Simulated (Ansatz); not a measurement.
SiO2 under strain: O-17 nuclear quadrupole resonance

Cell: a computed structure from the Materials Project (it need not be an observed phase), relaxed with PBE at fixed cell and then changed (x compressed by 4 %, ions relaxed).

```
CELL_PARAMETERS angstrom
6.52656 3.92512 4.94532
-6.52656 3.92512 4.94532
0.00000 -7.85023 4.94532
ATOMIC_POSITIONS crystal
Si 0.34358 0.10206 0.86359
Si 0.10416 0.85730 0.33821
Si 0.89172 0.32228 0.10531
Si 0.14270 0.89584 0.66179
Si 0.89794 0.65642 0.13641
Si 0.67772 0.10828 0.89469
Si 0.65642 0.89794 0.13641
Si 0.89584 0.14270 0.66179
Si 0.10828 0.67772 0.89469
Si 0.85730 0.10416 0.33821
Si 0.10206 0.34358 0.86359
Si 0.32228 0.89172 0.10531
O 0.29780 0.96731 0.74034
O 0.03269 0.70220 0.25966
O 0.75758 0.24242 0.00000
O 0.70220 0.03269 0.25966
O 0.96731 0.29780 0.74034
O 0.24242 0.75758 0.00000
O 0.67413 0.95542 0.97601
O 0.02279 0.02279 0.65550
O 0.95542 0.67413 0.97601
O 0.97721 0.97721 0.34450
O 0.04458 0.32587 0.02399
O 0.32587 0.04458 0.02399
O 0.23576 0.92187 0.24987
O 0.24181 0.24181 0.84082
O 0.92187 0.23576 0.24987
O 0.07813 0.76424 0.75013
O 0.76424 0.07813 0.75013
O 0.75819 0.75819 0.15918
O 0.48782 0.84315 0.15263
O 0.15685 0.51218 0.84737
O 0.82876 0.17124 0.50000
O 0.51218 0.15685 0.84737
O 0.84315 0.48782 0.15263
O 0.17124 0.82876 0.50000
```

Atom numbers follow the list; atoms alike are taken as one site, whose name carries the number of the first.

The numbers come from a DFT calculation in Ansatz (PBE, plane waves and PAW, scalar-relativistic, 420 eV cutoff, Γ-centred 3×3×3 k-points, Fermi–Dirac smearing 0.02 eV).

O-17: I = 5/2, Q = -25.58 mb (year-2017 value). Static lattice, zero field.

(1) At which frequencies do the O-17 NQR lines lie?

## Answers

(1) For I = 5/2 and η = 0 the lines are 3|C_Q|/20 and twice that; η pulls their ratio below 2.

```json
{"site": "O13", "atoms": "13, 14, 16, 17", "V_zz (10²¹ V/m²)": "8.82", "C_Q (MHz)": "-5.46", "η": "0.32", "line frequencies (MHz)": "0.908, 1.60"}
{"site": "O15", "atoms": "15, 18", "V_zz (10²¹ V/m²)": "9.76", "C_Q (MHz)": "-6.04", "η": "0.09", "line frequencies (MHz)": "0.914, 1.81"}
{"site": "O19", "atoms": "19, 21, 23, 24", "V_zz (10²¹ V/m²)": "9.08", "C_Q (MHz)": "-5.62", "η": "0.17", "line frequencies (MHz)": "0.868, 1.68"}
{"site": "O20", "atoms": "20, 22", "V_zz (10²¹ V/m²)": "10.27", "C_Q (MHz)": "-6.35", "η": "0.06", "line frequencies (MHz)": "0.957, 1.91"}
{"site": "O25", "atoms": "25, 27, 28, 29", "V_zz (10²¹ V/m²)": "9.21", "C_Q (MHz)": "-5.70", "η": "0.21", "line frequencies (MHz)": "0.896, 1.69"}
{"site": "O26", "atoms": "26, 30", "V_zz (10²¹ V/m²)": "9.96", "C_Q (MHz)": "-6.16", "η": "0.09", "line frequencies (MHz)": "0.932, 1.85"}
{"site": "O31", "atoms": "31, 32, 34, 35", "V_zz (10²¹ V/m²)": "9.00", "C_Q (MHz)": "-5.57", "η": "0.29", "line frequencies (MHz)": "0.910, 1.64"}
{"site": "O33", "atoms": "33, 36", "V_zz (10²¹ V/m²)": "8.89", "C_Q (MHz)": "-5.50", "η": "0.33", "line frequencies (MHz)": "0.919, 1.61"}
```

At O13, O15, O19, O25, O26 and O31 and others V_zz runs parallel to the line that joins its two neighbours (within 1°) in each case. At O20 V_zz points along the line of its two bonds (within 1°).
